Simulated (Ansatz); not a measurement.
# Ga: stress in a strained cell

Ga is deformed so: equal xx and yy strain of -3 %. What stress and forces result, by LAPW, PAW and all-electron datasets made for the crystal?

Computed with Ansatz 0.2.0 (DFT PBE, scalar-relativistic, unless a step's input says otherwise).

### 1 The system as given

The structure is tetragonal, space group I4/mmm (No. 139). The conventional cell has a = 2.808 Å, b = 2.808 Å, c = 4.458 Å, α = 90.00°, β = 90.00°, γ = 90.00°. Around Ga (site symmetry 4/mmm) lie 12 Ga at 2.81 to 2.99 Å.

Coordinates:

```
CELL_PARAMETERS angstrom
-1.40400 1.40400 2.22900
1.40400 -1.40400 2.22900
1.40400 1.40400 -2.22900
ATOMIC_POSITIONS crystal
Ga 0.00000 0.00000 0.00000
```

### 2 The deformed structure

Space group I4/mmm before, I4/mmm after.

### 3 LAPW, all electrons

input.yaml reads:

```yaml
crystal:
  lattice:
    - [-1.36188, 1.36188, 2.229]
    - [1.36188, -1.36188, 2.229]
    - [1.36188, 1.36188, -2.229]
  atoms:
    - { symbol: Ga, position: [0.0, 0.0, 0.0] }
kpoints:
  mp_grid: { grid: [14, 14, 16] }
  band_path:
    path:
      - [0.0, 0.0, 0.0]
      - [0.0, 0.0, 0.5]
      - [0.25, 0.25, 0.25]
      - [0.0, 0.5, 0.0]
      - [0.0, 0.0, 0.0]
      - [0.5, 0.5, -0.5]
      - [0.3433249049, 0.6566750951, -0.3433249049]
      - [-0.3433249049, 0.3433249049, 0.3433249049]
      - [0.0, 0.0, 0.0]
    npoints: 5
scf:
  occupations: { method: fermi_dirac, width: 0.05 }
hamiltonian:
  xc: pbe
  pseudopotentials: { kind: all_electron, lapw: { basis_error: 0.00025 } }
output:
  forces: true
  stress: true
  eigenvalues: true
```

Launch:

```console
> ansatz run input.yaml --threads 1 --pin off --max-ram 3072MiB --backend cpu --events-out ev --progress --plain --runs-dir out
```

### 4 Frozen-core PAW

input.yaml reads:

```yaml
crystal:
  lattice:
    - [-1.36188, 1.36188, 2.229]
    - [1.36188, -1.36188, 2.229]
    - [1.36188, 1.36188, -2.229]
  atoms:
    - { symbol: Ga, position: [0.0, 0.0, 0.0] }
kpoints:
  mp_grid: { grid: [14, 14, 16] }
scf:
  occupations: { method: fermi_dirac, width: 0.05 }
hamiltonian:
  xc: pbe
  pseudopotentials: { kind: paw }
output:
  forces: true
  stress: true
  eigenvalues: true
  efg: { contact_densities: true }
```

### 5 All-electron PAW on datasets made for the crystal

Edit input.yaml of step 4 so:

```diff
@@ -13,3 +13,3 @@
   xc: pbe
-  pseudopotentials: { kind: paw }
+  pseudopotentials: { kind: all_electron, datasets: crystal }
 output:
```

(Steps that only read results are left out.)

What does the calculation give? Wanted: pressure; largest shear or deviatoric stress.

As calculated:

```
                                 quantity                                           value
                                 pressure  LAPW 9.12, PAW 9.09, crystal datasets 9.13 GPa
largest shear or deviatoric stress (LAPW)                                        0.70 GPa
```

In words: The largest part of the stress beyond the pressure is 0.70 GPa in size, in the xy component. No run of the undeformed cell stands beside it, so the pressure holds what the given cell had before the change. PAW: stress within 0.04 GPa of LAPW. Crystal datasets: stress within 0.01 GPa of LAPW. The k mesh doesn't keep the crystal's whole symmetry, which leaves small spurious terms.
